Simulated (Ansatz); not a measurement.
The system is Sn.

```xyz
1
Lattice="-1.8947 1.8947 1.8947 1.8947 -1.8947 1.8947 1.8947 1.8947 -1.8947" Properties=species:S:1:pos:R:3 pbc="T T T"
Sn    0.0000    0.0000    0.0000
```

This isn't the form of Sn at room conditions, which is tetragonal (white tin).

* Program: Ansatz 0.2.0
* Task: relaxation of cell and atoms
* Functional: RPBE
* Potentials or basis: Ansatz PAW
* Cutoff: 420 eV (not typed: the program's choice for these potentials)
* k mesh: 10 × 10 × 10
* Occupations: fermi-dirac, width 0.05 eV
* Spin: no spin polarisation

At the start: volume 27.20 Å³/atom.

How do energy, volume and symmetry change on relaxing?

It ends after 4 steps and the volume is 28.48 Å³/atom (+4.7 %); space group Im-3m (No. 229, to 0.05 Å).

The path:
```
step  energy change (eV)  largest force (eV/Å)  volume (Å³)
   1              0.0000                0.0000        27.20
   2             -0.0074                0.0000        28.41
   3             -0.0074                0.0000        28.48
   4             -0.0077                0.0000        28.48
```

Final structure:
```xyz
1
Lattice="-1.9238 1.9238 1.9238 1.9238 -1.9238 1.9238 1.9238 1.9238 -1.9238" Properties=species:S:1:pos:R:3 pbc="T T T"
Sn    0.0000    0.0000    0.0000
```

Caveat: the plane-wave basis is chosen anew once the cell has moved, so the energies of steps on either side of that aren't comparable; the PAW data sets come from PBE, with cores solved anew for the run's functional, which leaves a small shift of forces and pressure.
